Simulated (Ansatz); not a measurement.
# C: the cost of one run

Computed with Ansatz 0.2.0 (DFT PBE, scalar-relativistic, plane waves, PAW, unless a step's input says otherwise).

A COD entry behind a cell of this session may itself be a prediction, so a difference from it is no test against experiment.

**1. The system as given**

Symmetry: P6_3/mmc, No. 194, hexagonal system. Conventional cell: a = 2.512 Å, b = 2.512 Å, c = 4.180 Å, α = 90.00°, β = 90.00°, γ = 120.00°. Around C (site symmetry 3m) lie 4 C at 1.54 to 1.57 Å.

Coordinates:

```
C
1.0
     2.51156    0.00000    0.00000
    -1.25578    2.17508    0.00000
     0.00000    0.00000    4.18036
C
4
Cartesian
  0.0000 1.4501 0.2622
  1.2558 0.7250 2.3524
  0.0000 1.4501 1.8279
  1.2558 0.7250 3.9181
```

It is the result of an earlier relaxation at this level (volume 5.71 Å³/atom; gap on the mesh: 3.35 eV).

**2. Cutting the (001) slab**

Miller indices refer to the conventional cell of the relaxed bulk, P6_3/mmc (No. 194): a = 2.512 Å, b = 2.512 Å, c = 4.180 Å, α = 90.00°, β = 90.00°, γ = 120.00°.

The slab is a (001) slab, 11.0 Å thick as cut, with 15 Å of vacuum; its outer planes are C (top) and C (bottom).

The slab as cut. Its planes from the bottom up:

```
plane  atoms per cell  height over the lowest (Å)
    1               C                        0.00
    2               C                        0.52
    3               C                        2.09
    4               C                        2.61
    5               C                        4.18
    6               C                        4.70
    7               C                        6.27
    8               C                        6.80
    9               C                        8.36
   10               C                        8.89
   11               C                       10.45
   12               C                       10.98
```

**3. Single point on the unrelaxed (001) slab**

The cell repeats along c, and a dipole correction in the vacuum removes the field between the copies.

input.yaml reads:

```yaml
crystal:
  lattice:
    - [2.5115635517, 0.0, 0.0]
    - [-1.2557817758, 2.175077839, 0.0]
    - [0.0, 0.0, 25.9753746325]
  atoms:
    - { symbol: C, position: [0.3333333333, 0.6666666667, 0.2887350079] }
    - { symbol: C, position: [0.6666666667, 0.3333333333, 0.3089265409] }
    - { symbol: C, position: [0.6666666667, 0.3333333333, 0.3692026981] }
    - { symbol: C, position: [0.3333333333, 0.6666666667, 0.3893942311] }
    - { symbol: C, position: [0.3333333333, 0.6666666667, 0.4496703884] }
    - { symbol: C, position: [0.6666666667, 0.3333333333, 0.4698619214] }
    - { symbol: C, position: [0.6666666667, 0.3333333333, 0.5301380786] }
    - { symbol: C, position: [0.3333333333, 0.6666666667, 0.5503296116] }
    - { symbol: C, position: [0.3333333333, 0.6666666667, 0.6106057689] }
    - { symbol: C, position: [0.6666666667, 0.3333333333, 0.6307973019] }
    - { symbol: C, position: [0.6666666667, 0.3333333333, 0.6910734591] }
    - { symbol: C, position: [0.3333333333, 0.6666666667, 0.7112649921] }
basis:
  ecutwfc: 420
kpoints:
  mp_grid: { grid: [12, 12, 1] }
hamiltonian:
  xc: pbe
scf:
  occupations: { method: gaussian, width: 0.05 }
output:
  forces: true
  stress: true
  eigenvalues: true
  write_density: true
  write_potential: true
  elf: true
  volumetric_format: npy
efield:
  axis: 3
  dipole_correction: true
  ramp_width: 0.04
```

Launch:

```sh
$ ansatz run input.yaml --threads 1 --pin off --max-ram 2560MiB --backend cpu --events-out ev --progress --plain --runs-dir out
```

Q: Estimate wall time and peak memory on 1 thread of Intel Xeon at 2.50GHz (Skylake/Cascade Lake), shared host.

About 35 s, with a peak of 0.39 GiB.
